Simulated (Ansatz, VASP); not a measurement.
**Two plane-wave programs on C**

INCAR

```
PREC = Accurate
ENCUT = 520
EDIFF = 1E-6
ISMEAR = -1
SIGMA = 0.02
LREAL = F
LASPH = T
NELM = 100
ALGO = Normal
ISIF = 2
LWAVE = F
LCHARG = F
LDIPOL = T
IDIPOL = 3
DIPOL = 0.5 0.5 0.500
GGA = PS
NBANDS = 21
```

File KPOINTS:

```
Automatic mesh
0
Gamma
  12 12 1
```

POSCAR

```
C
1.0
    2.5129241670      0.0000000000      0.0000000000
    0.0000000000      2.5129241670      0.0000000000
    0.0000000000      0.0000000000     13.2833000000
C
6
Direct
    0.7500000000      0.0000000000      0.3387715126
    0.2500000000      0.0000000000      0.3970774900
    0.2500000000      0.5000000000      0.4677131845
    0.7500000000      0.5000000000      0.5322868168
    0.7500000000      0.0000000000      0.6029225097
    0.2500000000      0.0000000000      0.6612284874
```

Input for Ansatz:

```yaml
crystal:
  lattice:
    - [2.512924167, 0.0, 0.0]
    - [0.0, 2.512924167, 0.0]
    - [0.0, 0.0, 13.2833]
  atoms:
    - { symbol: C, position: [0.75, 0.0, 0.3387715126] }
    - { symbol: C, position: [0.25, 0.0, 0.39707749] }
    - { symbol: C, position: [0.25, 0.5, 0.4677131845] }
    - { symbol: C, position: [0.75, 0.5, 0.5322868168] }
    - { symbol: C, position: [0.75, 0.0, 0.6029225097] }
    - { symbol: C, position: [0.25, 0.0, 0.6612284874] }
kpoints:
  mp_grid: { grid: [12, 12, 1] }
scf:
  occupations: { method: fermi_dirac, width: 0.02 }
hamiltonian:
  xc: pbesol
  pseudopotentials: { kind: paw }
output:
  forces: true
  stress: true
  eigenvalues: true
efield:
  axis: 3
  amplitude: 0
  dipole_correction: true
```

Alike in both runs: task single point; functional PBEsol; k mesh 12 × 12 × 1; occupations fermi-dirac, width 0.02 eV; no spin polarisation.

```csv
,VASP,Ansatz
version,VASP 6.6.1,Ansatz 0.2.0
potentials or method,"VASP PAW PBE potentials, release 64 (C)","PAW with Ansatz's default frozen-core files, scalar-relativistic"
plane-wave cutoff (eV),520,420
valence electrons in the cell,24,24
```

```csv
,VASP,Ansatz,Ansatz less VASP
rms of the force components (eV/Å),0.021,0.000,-0.0204
```

Atom by atom the forces differ by 0.020 eV/Å (rms over components). Ansatz warned: «vacuum_density_over_bound».

Caveats: the PAW data sets were made with another functional, which shifts forces and pressure a little (VASP).
